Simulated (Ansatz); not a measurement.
Ansatz input

```yaml
crystal:
  lattice:
    - [2.2846319817, 0.0, 0.0]
    - [0.0, 2.2846319817, 0.0]
    - [0.0, 0.0, 2.2846319817]
  atoms:
    - { symbol: Mn, position: [0.0, 0.0, 0.0] }
hamiltonian:
  xc: pbe
  pseudopotentials:
    kind: paw
    azcp:
      Mn: "pseudopotentials/Mn.paw.azcp"
basis:
  ecutwfc: 420
  fft_grid_basis: typed
kpoints:
  mp_grid: { grid: [22, 22, 22], shift: [0, 0, 0] }
magnetization:
  spin_polarized: false
scf:
  occupations: { method: fermi_dirac, width: 0.1 }
output:
  stress: true
```

Output

```
Engine: ansatz 0.2.0, x86_64-unknown-linux-gnu
Pseudopotentials: kind: paw
Pseudopotential: Mn, paw, valence charge 15, recommended cutoff 420 eV (normal) 
Functional definition: PBE
  parameter kappa = 0.804
  parameter beta = 0.06672455060314922
  exchange = pbe_x(kappa = kappa, mu = beta*pi^2/3)
  correlation = pbe_c(beta = beta)
Crystal: 1 atoms, lattice volume = 11.925 Å³
Basis set: ecut = 420 eV, 251 PW (Γ)
Bands: 12, of which v1, the nominal top of the filled ones, is band 8 counted from 1 (7 counted from 0)
Symmetry: 48 space group operations
Space group: Pm-3m (ITA 221), of the structure as read, at distance tolerance 2.3e-5 Å
k-points: 364 of 10648
Non-local potential: Mn, projectors of the file, l = 0: 3, l = 1: 2, l = 2: 3, l = 3: 1
PAW form: soft (Blöchl's): semilocal exchange-correlation on the pseudo side does not see the compensation charge
PAW one-centre angular grid: Mn, 590 points (default); XC on 64 Gauss nodes
Initial density: superposition of atomic densities (neutral atoms: chi_scale 0, normalization atom), corrected by the library's trained network
Initial wavefunctions: pseudopotential atomic-orbital guess
Functional: x = pbe(κ = 0.804, μ = 0.2195149727645171), c = pbe(β = 0.06672455060314922)
SCF iter   1: F=—  HF=-3897.917262 eV  |F-HF|=—  |Δ(HF+E_count)|=         —  Δρ=2.69e-3  dr2=1.46e-4  ethr=1.77e-3  ⟨swp⟩=3.9  Hψ=20723  notcnv=0
SCF iter   2: F=—  HF=-3897.917355 eV  |F-HF|=—  |Δ(HF+E_count)|=   9.21e-5  Δρ=1.53e-3  dr2=5.30e-5  ethr=9.72e-7  ⟨swp⟩=2.2  Hψ=9575  notcnv=0
SCF iter   3: F=—  HF=-3897.917430 eV  |F-HF|=—  |Δ(HF+E_count)|=   7.56e-5  Δρ=2.24e-4  dr2=2.57e-6  ethr=3.53e-7  ⟨swp⟩=2.1  Hψ=5433  notcnv=0
iter 4 did not close the SCF: its close was put off for the readings that it lacked (scf_convergence_deferred on its scf_iter line)
SCF iter   4: F=-3897.917430 eV  HF=-3897.917430 eV  |F-HF|=6.72e-8  |Δ(HF+E_count)|=   1.60e-7  Δρ=4.00e-5  dr2=6.65e-8  ethr=1.72e-8  ⟨swp⟩=2.6  Hψ=6914  notcnv=0
iter 5 did not close the SCF: its close was put off for the readings that it lacked (scf_convergence_deferred on its scf_iter line)
SCF iter   5: F=-3897.917430 eV  HF=-3897.917430 eV  |F-HF|=4.05e-10  |Δ(HF+E_count)|=   7.85e-8  Δρ=2.88e-6  dr2=4.08e-10  ethr=4.43e-10  ⟨swp⟩=2.3  Hψ=5648  notcnv=0
SCF iter   6: F=-3897.917430 eV  HF=-3897.917430 eV  |F-HF|=3.64e-12  |Δ(HF+E_count)|=  1.47e-10  Δρ=3.70e-7  dr2=7.92e-12  ethr=2.72e-12  ⟨swp⟩=1.5  Hψ=13249  notcnv=0
SCF 1 converged in 6 iterations: F = -3897.917430 eV  dr2 = 7.92e-12
SCF converged after 6 iterations
Free energy (F): -3897.917430 eV
Harris-Foulkes:  -3897.917430 eV  (|F-HF|=3.64e-12)
Internal energy: -3897.858668 eV  (E = F + TS)
E sigma→0 (E₀):  -3897.888049 eV
Entropy (-TS):   -0.058762 eV (-58.762 meV/atom)
Fermi energy:    18.294149 eV
--- Per-component energies (eV) ---
  E_band       = -189.192958
  E_kinetic    = 309.531673
  E_local      = -1749.404524  (includes V_loc(G=0)·N_el)
  E_nonlocal   = 240.069518
  E_hartree    = 727.748382
  E_xc         = -114.907540
  E_vxc        = -147.205732  (∫ρ·V_xc dr)
  E_paw        = -1299.058466  (= ΣΔE_a)
  E_vpaw       = -297.680780  (= ΣTr[D̂ρ^β])
  E_aug_tail   = -0.000010  (compensation charges beyond the density's cutoff)
  E_ewald      = -2011.837702
  E_smearing   = -0.058762  (= −TS)
  E_closure    = 0.000000  (closes the sum)
  Σ components = -3897.917430   (vs F -3897.917430, Δ=0.00e0)
--- Stress (GPa, compression-positive) ---
       -0.116092       0.000000       0.000000
       -0.000000      -0.116092       0.000000
        0.000000       0.000000      -0.116092
  P = ⅓ Tr σ = -0.1161 GPa (-1.161 kbar)
```
